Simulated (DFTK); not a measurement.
The system is GaN.

```
Ga N
1.0
     3.18000    0.00000    0.00000
    -1.59000    2.75396    0.00000
     0.00000    0.00000    5.16600
Ga N
2 2
Direct
  0.66667 0.33333 0.50000
  0.33333 0.66667 0.00000
  0.66667 0.33333 0.87500
  0.33333 0.66667 0.37500
```

Base run:

```yaml
Program: DFTK 0.8.2
Functional: PBEsol
Potentials_or_basis: dojo.nc.sr.pbesol.v0_4_1.standard.upf (PBEsol)
Cutoff: 1143 eV
k_mesh: 10 × 10 × 5
Occupations: fermi-dirac, width 0.05 eV
Spin: no spin polarisation
```

Its results: band gap on the k mesh 1.95 eV, direct; pressure 1.2 GPa; largest force 0.133 eV/Å.

Q: The run is repeated on the same cell with these changes: functional from PBEsol to PBE; potentials or basis from dojo.nc.sr.pbesol.v0_4_1.standard.upf (PBEsol) to dojo.nc.sr.pbe.v0_4_1.standard.upf (PBE). What comes out?

A: Band gap on the k mesh 2.01 eV, direct; pressure 7.5 GPa; largest force 0.138 eV/Å.

